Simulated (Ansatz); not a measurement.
Relaxed GeTe (alpha-GeTe type, space group R3m):

```xyz
2
Lattice="2.1133 1.2201 3.6399 -2.1133 1.2201 3.6399 0.0000 -2.4402 3.6399" Properties=species:S:1:pos:R:3 pbc="T T T"
Ge     0.0000     0.0000     2.5578
Te     0.0000     0.0000     8.3620
```

Method: PBE (plane waves to 420 eV, PAW, scalar-relativistic; Ansatz, a quantum-chemistry and plane-wave program). k mesh 8×8×8 (Γ-centred), Fermi-Dirac smearing 0.05 eV. GeTe was relaxed with its symmetry unable to fall. Spin-orbit coupling is left out, though Te is heavy.

One atom of the cell was then moved (with its periodic images), all else fixed, and the forces (eV/Å) came out as:

```csv
atom,Fx,Fy,Fz
Ge1,-0.580,-0.420,0.441
Te2,0.580,0.420,-0.441
```

With two atoms only their relative shift counts; take Te2 as fixed.

Q: Which atom was moved, and by which vector (Å)?

A: Ge1, by (0.21, 0.21, 0.00), 0.29 Å in all.

(A displaced cell: forces are minus the slopes of the energy, force constants its curvatures, and phonons follow from these.)
